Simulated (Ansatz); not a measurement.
SiNi:

```
Ni Si
1.0
     2.94277    0.00000    0.00000
     0.00000    3.28033    0.00000
     0.00000    0.00000    4.67745
Ni Si
2 2
Direct
  0.50000 0.50000 0.34250
  0.00000 0.00000 0.65750
  0.50000 0.50000 0.84314
  0.00000 0.00000 0.15686
```

The cell is a database's computed one.

* Program: Ansatz 0.2.0
* Task: relaxation of cell and atoms
* Functional: PBE
* Potentials or basis: Ansatz PAW
* Cutoff: 420 eV (not typed: the program's choice for these potentials)
* k mesh: 9 × 8 × 6
* Occupations: fermi-dirac, width 0.05 eV
* Spin: collinear spin, ferromagnetic start
* Starting moments: [1.0, 1.0, 0.0, 0.0] μB

At the start: volume 11.29 Å³/atom.

Question: How do energy, volume and symmetry change on relaxing?

Answer: It ends after 8 steps and the volume is 11.71 Å³/atom (+3.7 %); space group Pmmn (No. 59, to 0.05 Å); moment 0.00 μB per cell.

Step by step:
```csv
step,energy change (eV),largest force (eV/Å),volume (Å³)
1,0.0000,0.0540,45.15
2,-0.0265,0.0525,46.07
3,-0.0332,0.0188,46.77
4,-0.0333,0.0091,46.82
5,-0.0333,0.0048,46.83
6,-0.0338,0.0047,46.83
7,-0.0338,0.0005,46.82
8,-0.0338,0.0005,46.82
```

Final structure:
```
CELL_PARAMETERS angstrom
2.99757 0.00000 0.00000
0.00000 3.31904 0.00000
0.00000 0.00000 4.70616
ATOMIC_POSITIONS crystal
Ni 0.50000 0.50000 0.34219
Ni 0.00000 0.00000 0.65781
Si 0.50000 0.50000 0.84263
Si 0.00000 0.00000 0.15737
```

Caveat: the plane-wave basis is chosen anew once the cell has moved, so the energies of steps on either side of that aren't comparable; the starting moments weren't kept.
